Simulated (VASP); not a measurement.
These are r2SCAN meta-GGA, VASP's PBE PAW potentials (set 64) (plane waves; VASP) values and carry that method's errors.

Gaps are without spin-orbit coupling.

Task: Order these relaxed crystals by band gap, smallest first: CsCl, Pm-3m (221); Cd4Te3Se, Pmm2 (25); SrTiO3, Pm-3m (221); BaTiO3, R3m (160).

Result: Cd4Te3Se, Pmm2 (25) (0.99 eV), SrTiO3, Pm-3m (221) (2.26 eV), BaTiO3, R3m (160) (2.75 eV), CsCl, Pm-3m (221) (5.91 eV)
